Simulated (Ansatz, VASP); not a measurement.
# CdS (Hawleyite): VASP beside Ansatz

```
Cd S
1.0
     0.00000    2.87708    2.87708
     2.87708    0.00000    2.87708
     2.87708    2.87708    0.00000
Cd S
1 1
Cartesian
  0.0000 0.0000 0.0000
  4.3156 4.3156 4.3156
```

Alike in both runs: task single point; functional PBEsol; k mesh 8 × 8 × 8; occupations fermi-dirac, width 0.05 eV; no spin polarisation.

|  | VASP | Ansatz |
| --- | --- | --- |
| version | VASP 6.6.1 | Ansatz 0.2.0 |
| potentials or method | VASP PAW PBE potentials, release 64 (Cd, S) | Ansatz PAW |
| plane-wave cutoff (eV) | 520 | 420 |
| valence electrons in the cell | 18 | 26 |

|  | VASP | Ansatz | Ansatz less VASP |
| --- | --- | --- | --- |
| gap on the k mesh at the Fermi level (eV) | 1.09 | 1.08 | -0.008 |
| least direct gap on the mesh (eV) | 1.09 | 1.08 | -0.008 |
| pressure (GPa) | 2.9 | 2.4 | -0.46 |

The two sets of potentials don't hold the same shells in valence.

Caveats: the PAW data sets were made with another functional, which shifts forces and pressure a little (VASP); the PAW data sets come from PBE, with cores solved anew for the run's functional, which leaves a small shift of forces and pressure (Ansatz). A hybrid or GW would open this gap; PBEsol tends to underestimate it.
